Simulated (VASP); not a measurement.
# Hf (Fm-3m) in VASP: further runs

One crystal, Hf, is run at these levels: PBEsol, r2SCAN; tasks: single point.

Program: VASP 6.6.1. These are calculated values, not measurements. Logs are shortened: lines on timing, memory, paths and dates and some standing lists are left out, and cuts for length are marked.

## Step 1: The structure

It takes space group Fm-3m (No. 225, cubic). Conventional cell: a = 4.413 Å, b = 4.413 Å, c = 4.413 Å, α = 90.00°, β = 90.00°, γ = 90.00°. Hf (site symmetry m-3m) is surrounded by 12 Hf at 3.12 Å.

This isn't the form of Hf at room conditions, which is hcp.

## Step 2: Single point, PBEsol

Input file INCAR:

```
PREC = Accurate
ENCUT = 700
EDIFF = 1E-6
ISMEAR = 0
SIGMA = 0.1
LREAL = False
LASPH = True
NELM = 100
ALGO = Fast
ISIF = 2
LWAVE = False
LCHARG = False
GGA = PS
```

Input file KPOINTS:

```
Automatic mesh
0
Gamma
  16 16 16
```

Input file POSCAR:

```
Hf
1.0
    0.0000000000      2.2063400000      2.2063400000
    2.2063400000      0.0000000000      2.2063400000
    2.2063400000      2.2063400000      0.0000000000
Hf
1
Direct
    0.0000000000      0.0000000000      0.0000000000
```

Potentials or basis: VASP PAW PBE potentials, release 64 (Hf_pv).

Command:

```
$ cat potpaw_PBE.64/Hf_pv/POTCAR > POTCAR
$ mpirun -np 1 vasp_std > vasp.out
```

OUTCAR:

```text
PREC = Accurate
   ENCUT = 700
   EDIFF = 1E-6
   ISMEAR = 0
   LREAL = False
   LASPH = True
   NELM = 100
   ISIF = 2
   GGA = PS

 ion  position               nearest neighbor table
   1  0.000  0.000  0.000-

  LATTYP: Found a face centered cubic cell.
 ALAT       =     4.4126800000

  Lattice vectors:

 A1 = (   0.0000000000,   2.2063400000,   2.2063400000)
 A2 = (   2.2063400000,   0.0000000000,   2.2063400000)
 A3 = (   2.2063400000,   2.2063400000,   0.0000000000)

Analysis of symmetry for initial positions (statically):
=====================================================================
 Subroutine PRICEL returns:
 Original cell was already a primitive cell.

 Routine SETGRP: Setting up the symmetry group for a
 face centered cubic supercell.

 Subroutine GETGRP returns: Found 48 space group operations
 (whereof 48 operations were pure point group operations)
 out of a pool of 48 trial point group operations.

The static configuration has the point symmetry O_h .

Analysis of symmetry for dynamics (positions and initial velocities):
=====================================================================
 Subroutine PRICEL returns:
 Original cell was already a primitive cell.

 Routine SETGRP: Setting up the symmetry group for a
 face centered cubic supercell.

 Subroutine GETGRP returns: Found 48 space group operations
 (whereof 48 operations were pure point group operations)
 out of a pool of 48 trial point group operations.

The dynamic configuration has the point symmetry O_h .

 Subroutine INISYM returns: Found 48 space group operations
 (whereof 48 operations are pure point group operations),
 and found     1 'primitive' translations

----------------------------------------------------------------------------------------

                                     Primitive cell

  volume of cell :      21.4806

  direct lattice vectors                    reciprocal lattice vectors
     0.000000000  2.206340000  2.206340000    -0.226619651  0.226619651  0.226619651
     2.206340000  0.000000000  2.206340000     0.226619651 -0.226619651  0.226619651
     2.206340000  2.206340000  0.000000000     0.226619651  0.226619651 -0.226619651

  length of vectors
     3.120235951  3.120235951  3.120235951     0.392516749  0.392516749  0.392516749

  position of ions in fractional coordinates (direct lattice)
     0.000000000  0.000000000  0.000000000

  ion indices of the primitive-cell ions
   primitive index   ion index
                 1           1
[... 78 lines left out ...]
   ISIF   =      2    stress and relaxation
   ISYM   =      2    0-nonsym 1-usesym 2-fastsym
   POTIM  = 0.5000    time-step for ionic-motion
   TEBEG  =    0.0;   TEEND  =   0.0 temperature during run
   PSTRESS=    0.0 pullay stress
   NELECT =      10.0000    total number of electrons
   NUPDOWN=      -1.0000    fix difference up-down
   EMIN   =  10.00;   EMAX   =-10.00  energy-range for DOS
   EFERMI =   0.00;   METHOD = LEGACY
   ISMEAR =     0;   SIGMA  =   0.10  broadening in eV -4-tet -1-fermi 0-gaus
   EFERMI_NEDOS =   21; number of points for ismear=-14 and -15
   IALGO  =     68    algorithm
   IMIX   =      4    mixing-type and parameters
     AMIX     =   0.40;   BMIX     =  1.00
     AMIX_MAG =   1.60;   BMIX_MAG =  1.00
  volume/ion in A,a.u.               =      21.48       144.96
  Fermi-wavevector in a.u.,A,eV,Ry     =   1.268798  2.397680 21.903307  1.609848
  Thomas-Fermi vector in A             =   2.401873
   LORBIT       =      0    0 simple, 1 ext, 2 COOP (PROOUT), +10 PAW based schemes
   GGA     = PS    functional components
   LHFCALC =     F    Hartree Fock is set to
   AEXX    =    0.0000 exact exchange contribution
   IVDW    =     0    specifies the selected vdW correction
   LEPSILON=     F    determine dielectric tensor
   LRPA    =     F    only Hartree local field effects (RPA)
 non-spin polarized calculation
 RMM-DIIS sequential band-by-band and
 Gauss-broadening in eV      SIGMA  =   0.10
  energy-cutoff  :      700.00
  volume of cell :       21.48
 maximum number of plane-waves:       934
   NGX = 13   NGY = 13   NGZ = 13

 number of electron      10.0000000 magnetization

 number of electron       9.9999999 magnetization

 Free energy of the ion-electron system (eV)
  ---------------------------------------------------
  ext. energy  EPLUGINS =         0.00000000
  ---------------------------------------------------
  free energy    TOTEN  =       -10.43661950 eV

  energy without entropy =      -10.42783868  energy(sigma->0) =      -10.43222909

 E-fermi :   4.8656     XC(G=0): -11.5799

 val. band max:        4.8562679678   @ k =   0.3125   0.0000   0.0000
 cond. band min:       4.8739327962   @ k =  -0.3125   0.3125   0.0625
 fundamental gap:      0.0176648283
 Fermi energy:         4.8655760071

 k-point     1 :       0.0000    0.0000    0.0000
  band No.  band energies     occupation
      1     -24.9491      2.00000
      2     -24.9491      2.00000
      3     -24.9491      2.00000
      4      -2.4899      2.00000
      5       6.2706      0.00000
      6       6.2706      0.00000
      7       6.2706      0.00000
      8       9.2034      0.00000
      9       9.2034      0.00000
[... 265 lines left out ...]
 k-point    24 :      -0.0625    0.0625    0.0000
  band No.  band energies     occupation
      1     -25.0412      2.00000
      2     -24.9756      2.00000
      3     -24.9554      2.00000
      4      -2.1108      2.00000
      5       5.8905      0.00000
      6       6.4457      0.00000
      7       6.4632      0.00000
      8       8.8369      0.00000
      9       9.1894      0.00000

 [... further k-points ...]

------------------------ aborting loop because EDIFF is reached ----------------------------------------

  FORCE on cell =-STRESS in cart. coord.  units (eV):
  Direction    XX          YY          ZZ          XY          YZ          ZX
  --------------------------------------------------------------------------------------
  -------------------------------------------------------------------------------------
  Total        0.0013698      0.0013698      0.0013698      0.0000000      0.0000000      0.0000000
  in kB        0.1021693      0.1021693      0.1021693      0.0000000      0.0000000      0.0000000
  external PRESSURE =       0.1021693 kB  Pullay stress =       0.0000000 kB

 VOLUME and BASIS-vectors are now :
 -----------------------------------------------------------------------------
  energy-cutoff  :      700.00
  volume of cell :       21.48
      direct lattice vectors                 reciprocal lattice vectors
     0.000000000  2.206340000  2.206340000    -0.226619651  0.226619651  0.226619651
     2.206340000  0.000000000  2.206340000     0.226619651 -0.226619651  0.226619651
     2.206340000  2.206340000  0.000000000     0.226619651  0.226619651 -0.226619651

 POSITION                                       TOTAL-FORCE (eV/Angst)
 -----------------------------------------------------------------------------------
      0.00000      0.00000      0.00000        -0.000000      0.000000      0.000000
 -----------------------------------------------------------------------------------
    total drift:                               -0.000000     -0.000000     -0.000000

  FREE ENERGIE OF THE ION-ELECTRON SYSTEM (eV)
  ---------------------------------------------------
  free  energy   TOTEN  =       -10.4366195008 eV

  energy  without entropy=      -10.4278386769  energy(sigma->0) =      -10.43222909
```

stdout:

```text
POSCAR found type information on POSCAR Hf
 POSCAR found :  1 types and       1 ions
 scaLAPACK will be used
 -----------------------------------------------------------------------------
|                                                                             |
|                                                                             |
|     You enforced a specific xc type in the INCAR file but a different       |
|     I HOPE YOU KNOW WHAT YOU ARE DOING!                                     |
|                                                                             |
 -----------------------------------------------------------------------------

 LDA part: xc-table for (Slater+PW92), standard interpolation
 POSCAR, INCAR and KPOINTS ok, starting setup
 FFT: planning ... GRIDC
 FFT: planning ... GRID_SOFT
 FFT: planning ... GRID
 WAVECAR not read
 entering main loop
```

Wall time 30 s (1 thread of AMD EPYC 9R14 (Zen 4), shared host); peak memory 0.16 GiB.

Results:

```yaml
Free_energy: -10.4366 eV
Pressure: 0.0 GPa
Band_gap_on_the_k_mesh: none (metal or under the smearing width)
```

Levels at points of the mesh, in eV from the Fermi level:
```csv
k point,band 3,band 4,band 5,band 6,band 7,band 8
"(0.00, 0.00, 0.00)",-29.81,-7.36,1.41,1.41,1.41,4.34
"(0.50, 0.00, 0.00)",-29.94,-3.76,0.75,1.16,1.16,6.59
"(0.50, 0.50, 0.00)",-30.15,-3.43,-2.28,2.76,6.60,7.26
```

Caveat: the PAW data sets were made with another functional, which shifts forces and pressure a little.

## Step 3: Single point, PBEsol

INCAR: that of step 2 with these lines changed.

```diff
@@ -1,3 +1,3 @@
 PREC = Accurate
-ENCUT = 700
+ENCUT = 520
 EDIFF = 1E-6
```

Input file KPOINTS:

```
Automatic mesh
0
Gamma
  24 24 24
```

POSCAR is that of step 2.

Potentials or basis: VASP PAW PBE potentials, release 64 (Hf_pv).

Command:

```
$ cat potpaw_PBE.64/Hf_pv/POTCAR > POTCAR
$ mpirun -np 1 vasp_std > vasp.out
```

Run time: 55 s. Hardware: 1 thread of AMD EPYC 9R14 (Zen 4), shared host; peak memory 0.18 GiB.

It converged, with:

| Item | Value |
| --- | --- |
| Free energy | -10.4379 eV |
| Pressure | 0.1 GPa |
| Band gap on the k mesh | none (metal or under the smearing width) |

Levels at points of the mesh, in eV from the Fermi level:
| k point | band 2 | band 3 | band 4 | band 5 | band 6 | band 7 | band 8 | band 9 |
| --- | --- | --- | --- | --- | --- | --- | --- | --- |
| (0.00, 0.00, 0.00) | -29.82 | -29.82 | -7.36 | 1.40 | 1.40 | 1.40 | 4.33 | 4.33 |
| (0.50, 0.00, 0.00) | -29.94 | -29.94 | -3.77 | 0.74 | 1.16 | 1.16 | 6.59 | 6.59 |
| (0.50, 0.50, 0.00) | -30.15 | -30.15 | -3.44 | -2.28 | 2.76 | 6.59 | 7.26 | 7.26 |

Caveat: the PAW data sets were made with another functional, which shifts forces and pressure a little. Spin-orbit coupling is left out, which matters for the levels of Hf.

(Part 1 of 2 ends here.)
